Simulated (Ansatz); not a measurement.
Bi, omega (AlB2-type): how the functional moves the structure

All rows: Ansatz, plane waves with scalar-relativistic PAW, 420 eV (500 eV for the SCAN forms), relaxed under each functional, no dispersion correction, no zero-point motion. B₀ comes from uniform scaling at fixed shape; a dash is a value not given.

```json
{"functional": "PBE", "V (Å³/atom)": "32.01", "cell": "a = 5.732 Å, c = 3.375 Å (c/a = 0.589)", "B₀ (GPa)": "50", "magnetic state": "spin not included", "ΔE to A7 rhombohedral (meV/atom)": "142"}
{"functional": "r²SCAN", "V (Å³/atom)": "31.53", "cell": "a = 5.707 Å, c = 3.354 Å (c/a = 0.588)", "B₀ (GPa)": "53", "magnetic state": "spin not included", "ΔE to A7 rhombohedral (meV/atom)": "244"}
{"functional": "PBEsol", "V (Å³/atom)": "30.38", "cell": "a = 5.627 Å, c = 3.323 Å (c/a = 0.591)", "B₀ (GPa)": "57", "magnetic state": "spin not included", "ΔE to A7 rhombohedral (meV/atom)": "98"}
{"functional": "LDA", "V (Å³/atom)": "29.67", "cell": "a = 5.583 Å, c = 3.297 Å (c/a = 0.591)", "B₀ (GPa)": "63", "magnetic state": "spin not included", "ΔE to A7 rhombohedral (meV/atom)": "112"}
{"functional": "revPBE", "V (Å³/atom)": "32.68", "cell": "a = 5.774 Å, c = 3.396 Å (c/a = 0.588)", "B₀ (GPa)": "47", "magnetic state": "spin not included", "ΔE to A7 rhombohedral (meV/atom)": "165"}
{"functional": "RPBE", "V (Å³/atom)": "32.93", "cell": "a = 5.791 Å, c = 3.402 Å (c/a = 0.587)", "B₀ (GPa)": "46", "magnetic state": "spin not included", "ΔE to A7 rhombohedral (meV/atom)": "174"}
{"functional": "BLYP", "V (Å³/atom)": "34.74", "cell": "a = 5.904 Å, c = 3.452 Å (c/a = 0.585)", "B₀ (GPa)": "41", "magnetic state": "spin not included", "ΔE to A7 rhombohedral (meV/atom)": "316"}
```

LDA gives the smallest volume and BLYP the largest.
